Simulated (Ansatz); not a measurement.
The system is Pb.

```
CELL_PARAMETERS angstrom
-1.97966 1.97966 1.97966
1.97966 -1.97966 1.97966
1.97966 1.97966 -1.97966
ATOMIC_POSITIONS crystal
Pb 0.00000 0.00000 0.00000
```

This isn't the form of Pb at room conditions, which is fcc.

```yaml
Program: Ansatz 0.2.0
Task: relaxation of cell and atoms
Functional: PBEsol
Potentials_or_basis: Ansatz PAW
Cutoff: "420 eV (not typed: the program's choice for these potentials)"
k_mesh: 9 × 9 × 9
Occupations: fermi-dirac, width 0.05 eV
Spin: no spin polarisation
```

At the start: volume 31.03 Å³/atom.

Question: How do energy, volume and symmetry change on relaxing?

Answer: It ends after 4 steps and the volume is 29.65 Å³/atom (-4.5 %); space group Im-3m (No. 229, to 0.05 Å).

The path:
| step | energy change (eV) | largest force (eV/Å) | volume (Å³) |
| --- | --- | --- | --- |
| 1 | 0.0000 | 0.0000 | 31.03 |
| 2 | -0.0090 | 0.0000 | 29.68 |
| 3 | -0.0090 | 0.0000 | 29.65 |
| 4 | -0.0089 | 0.0000 | 29.65 |

Final structure:
```
Pb
1.0
    -1.94977    1.94977    1.94977
     1.94977   -1.94977    1.94977
     1.94977    1.94977   -1.94977
Pb
1
Direct
  0.00000 0.00000 0.00000
```

Caveat: the plane-wave basis is chosen anew once the cell has moved, so the energies of steps on either side of that aren't comparable; the PAW data sets come from PBE, with cores solved anew for the run's functional, which leaves a small shift of forces and pressure.
